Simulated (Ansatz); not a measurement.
Input of an Ansatz 0.2.0 run:

Contents of input.yaml:

```yaml
crystal:
  lattice:
    - [3.6425441402, 0.0, 0.0]
    - [-1.8212720701, 3.1545357598, 0.0]
    - [0.0, 0.0, 11.84413035]
  atoms:
    - { symbol: "Y", position: [0.6666666667, 0.3333333333, 0.75] }
    - { symbol: "Y", position: [0.0, 0.0, 0.5] }
    - { symbol: "Y", position: [0.3333333333, 0.6666666667, 0.25] }
    - { symbol: "Y", position: [0.0, 0.0, 0.0] }
hamiltonian:
  xc: pbe
  pseudopotentials: { kind: paw }
kpoints:
  mp_grid: { grid: [8, 8, 3] }
scf:
  occupations: { method: fermi_dirac, width: 0.05 }
output:
  forces: true
  stress: true
  eigenvalues: true
relax:
  f_tol: 0.01
  max_steps: 40
  cell: { stress_tol: 0.05 }
```

Potentials or basis: Ansatz PAW.

Run with:

```console
$ ansatz run input.yaml --threads 2 --pin off --max-ram 5632MiB --backend cpu --events-out ev --progress --plain --runs-dir out
```

Task: Estimate the band gap on the k mesh.

Result: None (metal or under the smearing width).

Task: What does it give for the space group after relaxing (to 0.05 Å)?

Result: P6_3/mmc (No. 194).

Task: Predict the relaxed volume.

Result: 32.45 Å³/atom.

Task: What does it give for the relaxed cell?

Result: a = 3.595 Å, b = 3.595 Å, c = 11.596 Å, α = 90.00°, β = 90.00°, γ = 120.00°.

Final structure:
```yaml
crystal:
  lattice:
    - [3.59489, 0.00000, 0.00000]
    - [-1.79745, 3.11327, 0.00000]
    - [0.00000, 0.00000, 11.59601]
  atoms:
    - { symbol: Y, position: [0.66667, 0.33333, 0.75000] }
    - { symbol: Y, position: [0.00000, 0.00000, 0.50000] }
    - { symbol: Y, position: [0.33333, 0.66667, 0.25000] }
    - { symbol: Y, position: [0.00000, 0.00000, 0.00000] }
```
